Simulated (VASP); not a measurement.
# Te (P3_121) in VASP: further runs

One crystal, Te, is run at these levels: PBEsol, LDA; tasks: relaxation of cell and atoms.

All numbers are computed with VASP 6.6.1; they aren't measurements. Logs are shortened: lines on timing, memory, paths and dates and some standing lists are left out, and cuts for length are marked.

### Step 1. Starting point

It takes space group P3_121 (No. 152, trigonal). The conventional cell has a = 4.314 Å, b = 4.314 Å, c = 5.965 Å, α = 90.00°, β = 90.00°, γ = 120.00°. Around Te (site symmetry 2) lie 2 Te at 2.91 Å.

### Step 2. Relaxation of cell and atoms, PBEsol

INCAR

```
SYSTEM = Te
  PREC = Accurate
  ENCUT = 600
  EDIFF = 1E-7
  ISMEAR = 0
  SIGMA = 0.03
  LREAL = .FALSE.
  LASPH = .TRUE.
  NELM = 80
  ALGO = Normal
  ISIF = 3
  LWAVE = .FALSE.
  LCHARG = .FALSE.
  GGA = PS
  IBRION = 2
  NSW = 90
  EDIFFG = -0.005
```

KPOINTS

```
Automatic mesh
0
G
  9 9 5
  0 0 0
```

POSCAR

```
Te                                      
1.0
    4.3141137411     -0.0000000000      0.0000000000
   -2.1570568705      3.7361320946      0.0000000000
   -0.0000000000     -0.0000000000      5.9652976411
  Te            
     3
Direct
     0.2843780674951169    0.0000000000000000    0.3333333332999970
     0.0000000000000014    0.2843780674951197    0.6666666667000030
     0.7156219325048816    0.7156219325048802    0.0000000000000000
```

Potentials or basis: VASP PAW PBE potentials, release 64 (Te).

Launch:

```console
cat potpaw_PBE.64/Te/POTCAR > POTCAR
mpirun -np 1 vasp_std > vasp.out
```

OUTCAR:

```text
SYSTEM = Te
   PREC = Accurate
   ENCUT = 600
   EDIFF = 1E-7
   ISMEAR = 0
   LREAL = .FALSE.
   LASPH = .TRUE.
   NELM = 80
   ISIF = 3
   GGA = PS
   IBRION = 2
   NSW = 90
   EDIFFG = -0.005

 ion  position               nearest neighbor table
   1  0.284  0.000  0.333-   3 2.91   2 2.91   3 3.35   3 3.35   2 3.35   2 3.35
   2  0.000  0.284  0.667-   3 2.91   1 2.91   3 3.35   3 3.35   1 3.35   1 3.35
   3  0.716  0.716  0.000-   2 2.91   1 2.91   2 3.35   1 3.35   1 3.35   2 3.35

  LATTYP: Found a hexagonal cell.
 ALAT       =     4.3141137411
 C/A-ratio  =     1.3827400016

  Lattice vectors:

 A1 = (   4.3141137411,   0.0000000000,   0.0000000000)
 A2 = (  -2.1570568705,   3.7361320946,   0.0000000000)
 A3 = (   0.0000000000,   0.0000000000,   5.9652976411)

Analysis of symmetry for initial positions (statically):
=====================================================================
 Subroutine PRICEL returns:
 Original cell was already a primitive cell.

 Routine SETGRP: Setting up the symmetry group for a
 hexagonal supercell.

 Subroutine GETGRP returns: Found  6 space group operations
 (whereof  2 operations were pure point group operations)
 out of a pool of 24 trial point group operations.

The static configuration has the point symmetry C_2 .
 The point group associated with its full space group is D_3 .

Analysis of symmetry for dynamics (positions and initial velocities):
=====================================================================
 Subroutine PRICEL returns:
 Original cell was already a primitive cell.

 Routine SETGRP: Setting up the symmetry group for a
 hexagonal supercell.

 Subroutine GETGRP returns: Found  6 space group operations
 (whereof  2 operations were pure point group operations)
 out of a pool of 24 trial point group operations.

The dynamic configuration has the point symmetry C_2 .
 The point group associated with its full space group is D_3 .

 Subroutine INISYM returns: Found  6 space group operations
 (whereof  2 operations are pure point group operations),
 and found     1 'primitive' translations

----------------------------------------------------------------------------------------

                                     Primitive cell

  volume of cell :      96.1493

  direct lattice vectors                    reciprocal lattice vectors
     4.314113741  0.000000000  0.000000000     0.231797319  0.133828245  0.000000000
    -2.157056870  3.736132095  0.000000000     0.000000000  0.267656489  0.000000000
     0.000000000  0.000000000  5.965297641     0.000000000  0.000000000  0.167636229

  length of vectors
     4.314113741  4.314113741  5.965297641     0.267656489  0.267656489  0.167636229

  position of ions in fractional coordinates (direct lattice)
     0.284378067  0.000000000  0.333333333
     1.000000000  0.284378067  0.666666667
     0.715621933  0.715621933  0.000000000

  ion indices of the primitive-cell ions
   primitive index   ion index
                 1           1
                 2           2
                 3           3

----------------------------------------------------------------------------------------

 KPOINTS: Automatic mesh

Automatic generation of k-mesh.
 Grid dimensions read from file:
 generate k-points for:    9    9    5

 Generating k-lattice:

  Cartesian coordinates                     Fractional coordinates (reciprocal lattice)
     0.025755258  0.014869805  0.000000000     0.111111111 -0.000000000  0.000000000
     0.000000000  0.029739610  0.000000000     0.000000000  0.111111111  0.000000000
     0.000000000  0.000000000  0.033527246     0.000000000  0.000000000  0.200000000

  Length of vectors
     0.029739610  0.029739610  0.033527246

  Shift w.r.t. Gamma in fractional coordinates (k-lattice)
     0.000000000  0.000000000  0.000000000

 Subroutine IBZKPT returns following result:
 ===========================================

 Found     50 irreducible k-points:

 Following reciprocal coordinates:
            Coordinates               Weight
  0.000000  0.000000  0.000000      1.000000
  0.111111 -0.000000  0.000000      6.000000
  0.222222 -0.000000  0.000000      6.000000
  0.333333 -0.000000  0.000000      6.000000
  0.444444 -0.000000  0.000000      6.000000
  0.111111  0.111111  0.000000      6.000000
[... 16 lines left out ...]
  0.222222  0.111111  0.200000     12.000000
 -0.111111  0.333333  0.200000     12.000000
 [... further k-points ...]
   k-points           NKPTS =     50   k-points in BZ     NKDIM =     50   number of bands    NBANDS=     13
   number of dos      NEDOS =    301   number of ions     NIONS =      3
   total plane-waves  NPLWV =  62208
   dimension x,y,z NGX =    36 NGY =   36 NGZ =   48
   dimension x,y,z NGXF=    72 NGYF=   72 NGZF=   96
   ions per type =               3
   NGX,Y,Z   is equivalent  to a cutoff of  13.87, 13.87, 13.38 a.u.
   NGXF,Y,Z  is equivalent  to a cutoff of  27.75, 27.75, 26.75 a.u.
 SYSTEM =  Te
   PREC   = accura    normal or accurate (medium, high low for compatibility)
   ISTART =      0    job   : 0-new  1-cont  2-samecut
   ICHARG =      2    charge: 1-file 2-atom 10-const
   ISPIN  =      1    spin polarized calculation?
   LNONCOLLINEAR =      F non collinear calculations
   LSORBIT =      F    spin-orbit coupling
   LASPH  =      T    aspherical Exc in radial PAW
   ENCUT  =  600.0 eV  44.10 Ry    6.64 a.u.   8.62  8.62 11.91*2*pi/ulx,y,z
   NELM   =     80;   NELMIN=  2; NELMDL= -5     # of ELM steps
   EDIFF  = 0.1E-06   stopping-criterion for ELM
   LREAL  =      F    real-space projection
   EDIFFG = -.5E-02   stopping-criterion for IOM
   NSW    =     90    number of steps for IOM
   IBRION =      2    ionic relax: 0-MD 1-quasi-New 2-CG
   NFREE  =      1    steps in history (QN), initial steepest desc. (CG)
   ISIF   =      3    stress and relaxation
   ISYM   =      2    0-nonsym 1-usesym 2-fastsym
   POTIM  = 0.5000    time-step for ionic-motion
   TEBEG  =    0.0;   TEEND  =   0.0 temperature during run
   PSTRESS=    0.0 pullay stress
   NELECT =      18.0000    total number of electrons
   NUPDOWN=      -1.0000    fix difference up-down
   EMIN   =  10.00;   EMAX   =-10.00  energy-range for DOS
   EFERMI =   0.00;   METHOD = LEGACY
   ISMEAR =     0;   SIGMA  =   0.03  broadening in eV -4-tet -1-fermi 0-gaus
   EFERMI_NEDOS =   21; number of points for ismear=-14 and -15
   IALGO  =     38    algorithm
   IMIX   =      4    mixing-type and parameters
     AMIX     =   0.40;   BMIX     =  1.00
     AMIX_MAG =   1.60;   BMIX_MAG =  1.00
  volume/ion in A,a.u.               =      32.05       216.28
  Fermi-wavevector in a.u.,A,eV,Ry     =   0.936520  1.769766 11.933256  0.877070
  Thomas-Fermi vector in A             =   2.063538
   LORBIT       =      0    0 simple, 1 ext, 2 COOP (PROOUT), +10 PAW based schemes
   GGA     = PS    functional components
   LHFCALC =     F    Hartree Fock is set to
   AEXX    =    0.0000 exact exchange contribution
   IVDW    =     0    specifies the selected vdW correction
   LEPSILON=     F    determine dielectric tensor
   LRPA    =     F    only Hartree local field effects (RPA)
 conjugate gradient relaxation of ions
 non-spin polarized calculation
 Gauss-broadening in eV      SIGMA  =   0.03
  energy-cutoff  :      600.00
  volume of cell :       96.15
 maximum number of plane-waves:      3234
 NGX is ok and might be reduce to    36
   NGX = 17   NGY = 17   NGZ = 23

--------------------------------------- Ionic step        1  -------------------------------------------

 number of electron      17.9999999 magnetization

 Free energy of the ion-electron system (eV)
  ---------------------------------------------------
  ext. energy  EPLUGINS =         0.00000000
  ---------------------------------------------------
  free energy    TOTEN  =       -10.58040681 eV

  energy without entropy =      -10.58040681  energy(sigma->0) =      -10.58040681

------------------------ aborting loop because EDIFF is reached ----------------------------------------

  FORCE on cell =-STRESS in cart. coord.  units (eV):
  Direction    XX          YY          ZZ          XY          YZ          ZX
  --------------------------------------------------------------------------------------
  -------------------------------------------------------------------------------------
  Total        0.0041512      0.0041512     -0.0163788      0.0000000     -0.0000000     -0.0000000
  in kB        0.0691741      0.0691741     -0.2729264      0.0000000     -0.0000000     -0.0000000
  external PRESSURE =      -0.0448594 kB  Pullay stress =       0.0000000 kB
[... 59 lines left out ...]
  energy  without entropy=      -10.5804229055  energy(sigma->0) =      -10.58042291

--------------------------------------- Ionic step        3  -------------------------------------------

 number of electron      17.9999999 magnetization

 Free energy of the ion-electron system (eV)
  ---------------------------------------------------
  ext. energy  EPLUGINS =         0.00000000
  ---------------------------------------------------
  free energy    TOTEN  =       -10.58044803 eV

  energy without entropy =      -10.58044803  energy(sigma->0) =      -10.58044803

 E-fermi :   6.6038     XC(G=0):  -9.5040

 val. band max:        6.4162967454   @ k =  -0.2222  -0.4444   0.4000
 cond. band min:       6.8373333287   @ k =   0.0000   0.0000   0.4000
 fundamental gap:      0.4210365832
 Fermi energy:         6.6037742713

 k-point     1 :       0.0000    0.0000    0.0000
  band No.  band energies     occupation
      1      -7.3511      2.00000
      2      -3.9617      2.00000
      3      -3.9617      2.00000
      4       3.6290      2.00000
      5       3.9770      2.00000
      6       3.9770      2.00000
      7       4.7857      2.00000
      8       4.7857      2.00000
      9       5.4295      2.00000
     10       7.5673      0.00000
     11       7.5673      0.00000
     12       8.2492      0.00000
     13      11.3653      0.00000
[... 353 lines left out ...]
 k-point    24 :      -0.1111    0.3333    0.2000
  band No.  band energies     occupation
      1      -6.5506      2.00000
      2      -4.8662      2.00000
      3      -3.1963      2.00000
      4       1.4143      2.00000
      5       2.1006      2.00000
      6       3.0814      2.00000
      7       4.3521      2.00000
      8       5.5865      2.00000
      9       6.1463      2.00000
     10       7.1053      0.00000
     11       7.6668      0.00000
     12       8.5056      0.00000
     13       9.9637      0.00000

 [... further k-points ...]

------------------------ aborting loop because EDIFF is reached ----------------------------------------

  FORCE on cell =-STRESS in cart. coord.  units (eV):
  Direction    XX          YY          ZZ          XY          YZ          ZX
  --------------------------------------------------------------------------------------
  -------------------------------------------------------------------------------------
  Total        0.0019736      0.0019736      0.0126504      0.0000000      0.0000000      0.0000000
  in kB        0.0329042      0.0329042      0.2109085      0.0000000      0.0000000      0.0000000
  external PRESSURE =       0.0922390 kB  Pullay stress =       0.0000000 kB
[... 18 lines left out ...]
  FREE ENERGIE OF THE ION-ELECTRON SYSTEM (eV)
  ---------------------------------------------------
  free  energy   TOTEN  =       -10.5804480335 eV

  energy  without entropy=      -10.5804480335  energy(sigma->0) =      -10.58044803

 reached required accuracy - stopping structural energy minimisation
```

Wall time 53 s (1 thread of Intel Xeon 6975P-C (Granite Rapids), shared host); peak memory 0.27 GiB.

What came out:

| Item | Value |
| --- | --- |
| Free energy | -10.5804 eV |
| Relaxed volume | 32.03 Å³/atom |
| Relaxed cell | a = 4.315 Å, b = 4.315 Å, c = 5.959 Å, α = 90.00°, β = 90.00°, γ = 120.00° |
| Space group after relaxing (to 0.05 Å) | P3_121 (No. 152) |
| Energy gained by relaxing | 0.0 meV/atom |
| Ionic steps | 3 |
| Pressure after relaxing | 0.0 GPa |
| Largest force after relaxing | 0.004 eV/Å |
| Band gap on the k mesh | 0.42 eV, indirect (least direct gap 0.52 eV) |

Forces in eV/Å, atoms in the order of the input:
```
Te   0.004  0.000  0.000
Te  -0.002  0.004  0.000
Te  -0.002 -0.004  0.000
```

Final structure:
```yaml
crystal:
  lattice:
    - [4.31527, 0.00000, 0.00000]
    - [-2.15763, 3.73713, 0.00000]
    - [0.00000, 0.00000, 5.95901]
  atoms:
    - { symbol: Te, position: [0.28481, 0.00000, 0.33333] }
    - { symbol: Te, position: [0.00000, 0.28481, 0.66667] }
    - { symbol: Te, position: [0.71519, 0.71519, 0.00000] }
```

Caveat: the PAW data sets were made with another functional, which shifts forces and pressure a little; spin-orbit coupling is left out, which moves the levels of the heavy elements; an odd mesh through Γ misses points on the zone boundary, where band edges often lie.

### Step 3. Relaxation of cell and atoms, LDA

This run uses another cell than the first one, of 33.93 Å³/atom, 1.059 times its volume.

INCAR

```
SYSTEM = Te
  PREC = Accurate
  ENCUT = 600
  EDIFF = 1E-6
  ISMEAR = 0
  SIGMA = 0.03
  LREAL = .False.
  LASPH = .True.
  NELM = 80
  ALGO = Normal
  ISIF = 3
  LWAVE = .False.
  LCHARG = .False.
  GGA = CA
  IBRION = 2
  NSW = 90
  EDIFFG = -0.01
```

KPOINTS

```
Automatic mesh
0
Gamma
  9 9 5
  0 0 0
```

POSCAR

```
Te
1.0
    4.4540000000      0.0000000000      0.0000000000
   -2.2270000000      3.8572771485      0.0000000000
    0.0000000000      0.0000000000      5.9240000000
Te
3
Direct
    0.2690000000      0.0000000000      0.3333333333
    0.0000000000      0.2690000000      0.6666666667
    0.7310000000      0.7310000000      0.0000000000
```

Potentials or basis: VASP PAW LDA potentials, release 64 (Te).

Launch:

```console
cat potpaw_LDA.64/Te/POTCAR > POTCAR
mpirun -np 1 vasp_std > vasp.out
```

Run time: 6.2 min. Hardware: 1 thread of Intel Xeon Platinum 8488C (Sapphire Rapids), shared host; peak memory 0.25 GiB.

It converged, with:

| Quantity | Value |
| --- | --- |
| Free energy | -11.4123 eV |
| Relaxed volume | 31.34 Å³/atom |
| Relaxed cell | a = 4.278 Å, b = 4.278 Å, c = 5.933 Å, α = 90.00°, β = 90.00°, γ = 120.00° |
| Space group after relaxing (to 0.05 Å) | P3_121 (No. 152) |
| Energy gained by relaxing | 21.3 meV/atom |
| Ionic steps | 10 |
| Pressure after relaxing | 0.0 GPa |
| Largest force after relaxing | 0.006 eV/Å |
| Band gap on the k mesh | 0.39 eV, indirect (least direct gap 0.49 eV) |

Forces on the atoms (eV/Å):
```
Te   0.006  0.000  0.000
Te  -0.003  0.005  0.000
Te  -0.003 -0.005  0.000
```

Step by step:
```
step  energy change (eV)  largest force (eV/Å)  pressure (GPa)  volume (Å³)
   1              0.0000                0.0866           -1.84       101.78
   2             -0.0198                0.3698            1.05        96.15
   3             -0.0243                0.2834            0.12        97.77
   4             -0.0377                0.2328            0.13        96.86
   5             -0.0603                0.1045            0.39        94.11
   6             -0.0617                0.0674            0.55        93.19
   7             -0.0579                0.0540           -1.03        95.48
   8             -0.0633                0.0221           -0.03        94.00
   9             -0.0637                0.0148           -0.02        94.01
  10             -0.0638                0.0056           -0.02        94.02
```

Final structure:
```yaml
crystal:
  lattice:
    - [4.27771, 0.00000, 0.00000]
    - [-2.13886, 3.70461, 0.00000]
    - [0.00000, 0.00000, 5.93278]
  atoms:
    - { symbol: Te, position: [0.28734, 0.00000, 0.33333] }
    - { symbol: Te, position: [0.00000, 0.28734, 0.66667] }
    - { symbol: Te, position: [0.71266, 0.71266, 0.00000] }
```

Levels at points of the mesh, in eV from the valence-band top:
```
           k point  band 6  band 7  band 8  band 9  band 10  band 11  band 12  band 13
(0.00, 0.00, 0.00)   -2.43   -1.67   -1.67   -1.05     1.16     1.16     1.84     4.93
```

Caveat: spin-orbit coupling is left out, which moves the levels of the heavy elements; an odd mesh through Γ misses points on the zone boundary, where band edges often lie. Zero-point motion and thermal expansion aren't in these numbers.
